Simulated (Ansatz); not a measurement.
# Au under pressure

These are results of DFT r2SCAN, scalar-relativistic, plane waves, PAW in Ansatz 0.2.0, not measurements. Run with 500 eV cutoff, 18×18×18 k-mesh, Gaussian smearing of 0.10 eV, no spin polarisation.

Reference structure (relaxed):

```
CELL_PARAMETERS angstrom
0.00000 2.06219 2.06219
2.06219 0.00000 2.06219
2.06219 2.06219 0.00000
ATOMIC_POSITIONS crystal
Au 0.00000 0.00000 0.00000
```

Cell and atoms are relaxed at each pressure within the symmetry of the start, at zero temperature, so transitions that lower the symmetry aren't seen. The k-mesh given is that at zero pressure and may differ at others. a, b and c are the lengths of the cell vectors above.

Spin–orbit coupling is left out, which can shift energies with elements as heavy as these.

```csv
P (GPa),V (Å³/atom),V/V0,a (Å),b (Å),c (Å)
-3,17.91,1.021,2.937,2.937,2.937
0,17.54,1.000,2.916,2.916,2.916
3,17.22,0.982,2.899,2.899,2.899
8,16.77,0.956,2.873,2.873,2.873
15,16.24,0.926,2.842,2.842,2.842
30,15.37,0.877,2.791,2.791,2.791
60,14.20,0.810,2.718,2.718,2.718
```

(1) What bulk modulus and pressure derivative fit these points?

## Answers

(1) A third-order Birch–Murnaghan fit gives B0 = 156 GPa and B0' = 5.7.